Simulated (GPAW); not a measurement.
InAs:

```
In As
1.0
     0.00000    3.01800    3.01800
     3.01800    0.00000    3.01800
     3.01800    3.01800    0.00000
In As
1 1
Direct
  0.00000 0.00000 0.00000
  0.75000 0.75000 0.75000
```

Base run:

| Item | Value |
| --- | --- |
| Program | GPAW 26.7.0 |
| Functional | PBE |
| Potentials or basis | GPAW PAW data sets (gpaw-data 1.2.1) |
| Cutoff | 450 eV |
| Basis | pw |
| k mesh | 6 × 6 × 6 |
| Occupations | fermi-dirac, width 0.05 eV |
| Spin | no spin polarisation |

Its results: band gap on the k mesh none (metal or under the smearing width); pressure 3.1 GPa.

**Question.** The run is repeated on the same cell with these changes: cutoff from 450 eV to 500 eV. What comes out?

**Answer.** Band gap on the k mesh none (metal or under the smearing width); pressure 3.7 GPa.

Caveats: the cutoff is short for stress and forces, so pressures can be off by a GPa or more; this crystal is a semiconductor, whose small gap the functional closes, so the metal is an error of the method.
